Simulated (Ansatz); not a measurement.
# Rb: computed properties

These are results of DFT PBE, scalar-relativistic, plane waves, PAW (Ansatz 0.2.0), not measurements.

Plane waves to 420 eV, a k mesh through Γ of 10×10×10 on the computed 1-atom cell and Gaussian smearing (0.10 eV); no spin polarisation.

The structure is relaxed at this level of theory with its symmetry kept. This form isn't the element's structure at ambient conditions.

Space group I4/mmm (No. 139). a = 5.809 Å, b = 5.809 Å, c = 5.395 Å, α = 90.00°, β = 90.00°, γ = 90.00°
```
atom site symmetry x y z
  Rb    2a     4/mmm  0.0000  0.0000  0.0000
```

| Item | Value |
| --- | --- |
| Space group | I4/mmm (No. 139) |
| Volume per atom | 91.03 Å³ |
| Formation energy from the elements' standard states (uncorrected) | +0.003 eV/atom |
| Kohn–Sham band gap | none (metal) |
| Density of states at the Fermi level | 0.92 states/eV per cell |
| Löwdin character within 0.5 eV of the Fermi level | Rb 5s 87 %, unprojected 13 % |
| Bulk modulus | 2.8 GPa |
| Its pressure derivative | 3.8 |
| Bader charges (e) | Rb (1 in the cell) 0.00 |